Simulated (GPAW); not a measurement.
The system is InAs.

```
In As
1.0
     0.00000    3.01800    3.01800
     3.01800    0.00000    3.01800
     3.01800    3.01800    0.00000
In As
1 1
Direct
  0.00000 0.00000 0.00000
  0.75000 0.75000 0.75000
```

Base run:

- Program: GPAW 26.7.0
- Functional: LDA
- Potentials or basis: the program's PAW data sets (release 1.2.1) made for this functional
- Cutoff: 450 eV
- Basis: pw
- k mesh: 6 × 6 × 6
- Occupations: fermi-dirac, width 0.05 eV
- Spin: no spin polarisation

Its results: pressure -1.5 GPa.

**Question.** The run is repeated on the same cell with these changes: potentials or basis from the program's PAW data sets (release 1.2.1) made for this functional to JTH PAW 2.0, LDA; cutoff from 450 eV to 600 eV; valence electrons from 18 to 28. What comes out?

**Answer.** Pressure -0.3 GPa.

Caveats: the cutoff is short for stress and forces, so pressures can be off by a GPa or more (some runs); the program truncates these outside data sets (some runs).

Not every run made on this cell is shown here.
